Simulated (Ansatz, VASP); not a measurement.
Two plane-wave programs on CoO

```
Co O
1.0
     1.60222    0.92504    2.56647
    -1.60222    0.92504    2.56647
     0.00000   -1.85008    2.56647
Co O
1 1
Direct
  0.99772 0.99022 0.99590
  0.73361 0.76617 0.74742
```

Change from the starting cell: atoms moved at random, drawn with an rms of 0.1 Å.

Alike in both runs: task single point; functional PBE; dispersion D4; k mesh 10 × 10 × 10; collinear spin; Hubbard terms Co d U = 4.5 eV.

```csv
,VASP,Ansatz
version,VASP 6.6.1,Ansatz 0.2.0
potentials or method,"VASP PAW PBE potentials, release 64 (Co, O)",Ansatz PAW
plane-wave cutoff (eV),520,420
occupations,"methfessel-paxton of order 1, width 0.025 eV","cold, width 0.025 eV"
valence electrons in the cell,15,23
```

|  | VASP | Ansatz | Ansatz less VASP |
| --- | --- | --- | --- |
| gap on the k mesh at the Fermi level (eV) | 0.71 | 0.32 | -0.397 |
| least direct gap on the mesh (eV) | 0.71 | 0.32 | -0.397 |
| pressure (GPa) | 10.1 | 14.8 | +4.72 |
| largest component of the traceless stress (GPa) | 6.56 | 6.97 | +0.408 |
| rms of the force components (eV/Å) | 0.476 | 0.505 | +0.0288 |
| net moment per atom (μB) | 1.50 | 1.50 | 0.000 |
| size of the moment on the site where the two differ most (μB) | 2.74 | 2.42 | -0.321 |
| dispersion energy (meV/atom) | -241.3 | -241.4 | -0.10 |

Site moments also hang on the region over which each program counts them. The programs project onto different local orbitals, so the same U acts differently. Atom by atom the forces differ by 0.029 eV/Å (rms over components). The two sets of potentials don't hold the same shells in valence.

Caveats: a cell with one magnetic atom can't hold antiferromagnetic order, which such compounds often take; the magnetic or orbital state may not be the lowest (Ansatz); the pressure holds a Pulay correction of +0.9 GPa for the finite cutoff (Ansatz). A k mesh can miss the band edges. The state reached can hang on the start; a lower one may exist.
